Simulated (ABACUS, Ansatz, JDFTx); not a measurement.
Cost and result for the equilibrium volume of Re

```
Re
1.0
     2.76080    0.00000    0.00000
    -1.38040    2.39092    0.00000
     0.00000    0.00000    4.45820
Re
2
Cartesian
  1.3804 0.7970 3.3436
  0.0000 1.5939 1.1145
```

| rung | level | program and potentials | cutoff (eV) | k mesh | smearing | core time | chip | equilibrium volume (Å³/atom) | notes |
| --- | --- | --- | --- | --- | --- | --- | --- | --- | --- |
| GGA | PBEsol | ABACUS, PseudoDojo NC SR 0.5 PBE standard, plane waves | 993 | 9 × 9 × 5 | fermi-dirac 0.05 | 52 s | AMD EPYC 9R45 Zen 5 | 14.58 | potentials made for PBE |
| GGA + dispersion | PBEsol+D3(BJ) | Ansatz, all-electron LAPW, scalar-relativistic | - | 11 × 11 × 6 | fermi-dirac 0.05 | 61 s | Intel Xeon 6975P-C Granite Rapids | 14.27 | - |
| GGA | PBE | ABACUS, PseudoDojo NC SR 0.5 PBE stringent, plane waves | 993 | 9 × 9 × 5 | fermi-dirac 0.05 | 76 s | AMD EPYC 9R45 Zen 5 | (a) | - |
| GGA + dispersion | RPBE+D4 | Ansatz, all-electron LAPW, scalar-relativistic | - | 11 × 11 × 6 | fermi-dirac 0.05 | 79 s | Arm Neoverse V2 | 14.60 | - |
| GGA + dispersion | revPBE+D4 | Ansatz, all-electron LAPW, scalar-relativistic | - | 11 × 11 × 6 | fermi-dirac 0.05 | 87 s | Arm Neoverse V1 | 14.65 | - |
| GGA + dispersion | PBE+D4 | Ansatz, all-electron LAPW, scalar-relativistic | - | 11 × 11 × 6 | fermi-dirac 0.05 | 88 s | Arm Neoverse V1 | 14.67 | - |
| GGA + dispersion | BLYP+D3(BJ) | Ansatz, all-electron LAPW, scalar-relativistic | - | 11 × 11 × 6 | fermi-dirac 0.05 | 96 s | Arm Neoverse V1 | 14.78 | - |
| GGA | PBEsol | Ansatz, all-electron LAPW, scalar-relativistic | - | 11 × 11 × 6 | fermi-dirac 0.05 | 1.7 min | Arm Neoverse V1 | 14.56 | - |
| GGA + dispersion | BLYP+D4 | Ansatz, all-electron LAPW, scalar-relativistic | - | 11 × 11 × 6 | fermi-dirac 0.05 | 1.7 min | Arm Neoverse V1 | 14.93 | - |
| GGA + dispersion | PBEsol+D4 | Ansatz, all-electron LAPW, scalar-relativistic | - | 11 × 11 × 6 | fermi-dirac 0.05 | 1.8 min | Arm Neoverse V1 | (b) | - |
| LDA | LDA | Ansatz, all-electron LAPW, scalar-relativistic | - | 11 × 11 × 6 | fermi-dirac 0.05 | 1.8 min | Arm Neoverse V1 | 14.33 | - |
| GGA | RPBE | Ansatz, all-electron LAPW, scalar-relativistic | - | 11 × 11 × 6 | fermi-dirac 0.05 | 2 min | Arm Neoverse V1 | (c) | - |
| GGA | BLYP | Ansatz, all-electron LAPW, scalar-relativistic | - | 11 × 11 × 6 | fermi-dirac 0.05 | 2 min | Arm Neoverse V1 | 15.53 | - |
| GGA + dispersion | PBE+D3(BJ) | Ansatz, all-electron LAPW, scalar-relativistic | - | 11 × 11 × 6 | fermi-dirac 0.05 | 2 min | Intel Xeon Skylake/Cascade Lake | 14.67 | - |
| GGA | revPBE | Ansatz, all-electron LAPW, scalar-relativistic | - | 11 × 11 × 6 | fermi-dirac 0.05 | 2 min | Arm Neoverse V1 | 15.07 | - |
| GGA + dispersion | RPBE+D3(BJ) | Ansatz, all-electron LAPW, scalar-relativistic | - | 11 × 11 × 6 | fermi-dirac 0.05 | 3.5 min | Intel Xeon Skylake/Cascade Lake | 13.43 | - |
| GGA + dispersion | PBE+D2 | JDFTx, PseudoDojo-SR-PBE-0.5-standard | 980 | 11 × 11 × 6 | fermi-dirac 0.05 | 3.5 min | Intel Xeon Platinum 8488C Sapphire Rapids | 14.27 | - |
| GGA | BLYP | ABACUS, GBRV ultrasoft 1.5 PBE, plane waves | 544 | 9 × 9 × 5 | fermi-dirac 0.05 | 32 min | Intel Xeon Platinum 8488C Sapphire Rapids | 15.52 | potentials made for PBE |

Times are single runs on shared hosts and different chips, so they are rough; meshes, cutoffs and the tasks' sizes weigh on the time. Task: relaxation of cell and atoms. All rows: no spin polarisation. Smearing widths are in eV. For a metal such meshes aren't converged. Meshes differ between rows, which moves values too. Meshes are those of the run's cell of 2 atoms unless a note names another. Relaxations start from the cell shown or near it and stop with a little pressure left. Runs on faulty files, with rough fits or with known faults for this quantity aren't shown. No row holds spin-orbit coupling.

Problem. Estimate the values left out from the other rows.

Solution. (a) 14.95 Å³/atom; (b) 14.40 Å³/atom; (c) 15.12 Å³/atom.
